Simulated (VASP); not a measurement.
Wanted: the native input for a VASP 6.6.1 run.

| Property | Result |
| --- | --- |
| Task | relaxation of cell and atoms |
| Functional | PBEsol |
| Potentials or basis | VASP PAW PBE potentials, release 64 (Te, Mo_sv) |
| Cutoff | 600 eV |
| k mesh | 4 × 8 × 2 |
| Occupations | gaussian, width 0.03 eV |
| Spin | no spin polarisation |
| Further INCAR settings | ALGO = Normal; EDIFF = 1e-07; IBRION = 2; EDIFFG = -0.005; NSW = 90; ISIF = 3 |

The structure of Te2Mo lies in POSCAR:

```
Te2Mo                                   
1.0
    6.3321330251      0.0000000000      0.0434633055
    0.0000000000      3.4562429164      0.0000000000
   -0.8539127855      0.0000000000     13.5376192204
  Te              Mo            
     8     4
Direct
     0.5603535801205626    0.7500000000000000    0.3488844096350652
     0.4396464198794378    0.2500000000000000    0.6511155903649345
     0.5843704058850694    0.2500000000000000    0.1039996286732502
     0.4156295941149304    0.7500000000000000    0.8960003713267496
     0.0925979608009261    0.7500000000000000    0.1513337898634738
     0.9074020391990737    0.2500000000000000    0.8486662101365258
     0.0577361000869008    0.2500000000000000    0.3957577698812705
     0.9422638999130994    0.7500000000000000    0.6042422301187295
     0.3198015341683969    0.7500000000000000    0.5065255680114396
     0.6801984658316028    0.2500000000000000    0.4934744319885608
     0.1821010944563122    0.2500000000000000    0.0072294033409399
     0.8178989055436880    0.7500000000000000    0.9927705966590599
```

One way to write it, as run:

INCAR

```
  ALGO = Normal
  EDIFF = 1E-7
  EDIFFG = -0.005
  ENCUT = 600
  GGA = PS
  IBRION = 2
  ISIF = 3
  ISMEAR = 0
  KPAR = 4
  LASPH = True
  LCHARG = False
  LREAL = False
  LWAVE = False
  NELM = 80
  NSW = 90
  PREC = Accurate
  SIGMA = 0.03
```

KPOINTS

```
k-points
0
Gamma
  4 8 2
```

Potentials or basis: VASP PAW PBE potentials, release 64 (Te, Mo_sv).

The run is started by

```console
$ cat potpaw_PBE.64/Te/POTCAR potpaw_PBE.64/Mo_sv/POTCAR > POTCAR
$ mpirun -np 4 vasp_std > vasp.out
```

Results of the run:

```
Relaxed volume                         : 24.69 Å³/atom
Relaxed cell                           : a = 6.334 Å, b = 3.457 Å, c = 13.544 Å, α = 90.00°, β = 92.66°, γ = 90.00°
Space group after relaxing (to 0.05 Å) : P2_1/m (No. 11)
Energy gained by relaxing              : 0.0 meV/atom
Ionic steps                            : 29
Pressure after relaxing                : 0.0 GPa
Largest force after relaxing           : 0.004 eV/Å
Band gap on the k mesh                 : none (metal or under the smearing width)
```

Caveat: the PAW data sets were made with another functional, which shifts forces and pressure a little.

Run time: 35 min on 4 MPI ranks on AMD EPYC 9R45 96-Core Processor (Zen 5) (shared host), peak memory 0.75 GiB a rank.
